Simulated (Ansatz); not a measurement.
# TiC in Ansatz: convergence with basis error

The system is TiC.

```
Ti C
1.0
     0.00000    2.16572    2.16572
     2.16572    0.00000    2.16572
     2.16572    2.16572    0.00000
Ti C
1 1
Direct
  0.98208 0.02153 0.99282
  0.48439 0.50743 0.51417
```

The cell is a database's computed one.

The cell isn't the ideal one: atoms moved at random, drawn with an rms of 0.05 Å.

| Quantity | Value |
| --- | --- |
| Program | Ansatz 0.2.0 |
| Task | convergence study |
| Functional | LDA |
| Potentials or basis | all-electron LAPW, scalar-relativistic |
| Cutoff | 209 eV (chosen from the basis error) |
| Basis error allowed | 0.03 eV/atom |
| k mesh | 7 × 7 × 7 |
| Occupations | fermi-dirac, width 0.05 eV |
| Spin | no spin polarisation |

These are the settings of the first run; the series varies basis error, with any setting tied to it.

Hardware: 1 thread of Arm Neoverse V2, with other jobs on the host.

Task: The values tried are 0.03 eV/atom, 0.01 eV/atom, 0.003 eV/atom, 0.001 eV/atom, 0.0003 eV/atom, 0.0001 eV/atom, loosest first. From which on does the energy stay within 1 meV/atom of the tightest run that finished?

Result: From 0.003 eV/atom on.

```tsv
basis error	energy less the tightest run, at zero smearing (meV/atom)	SCF cycles	CPU time (s)	peak memory (GiB)
0.03 eV/atom	7.22	10	12	0.27
0.01 eV/atom	2.44	10	17	0.28
0.003 eV/atom	0.70	10	21	0.32
0.001 eV/atom	0.21	10	30	0.37
0.0003 eV/atom	0.04	10	40	0.43
0.0001 eV/atom	0.00	10	55	0.51
```

The tightest run that finished is the yardstick and may itself not be fully converged.

Caveat, for the tightest run too: the k mesh is thin for a metal, which can move the energy by tens of meV per atom.

The runs don't all hold the same shells in valence.
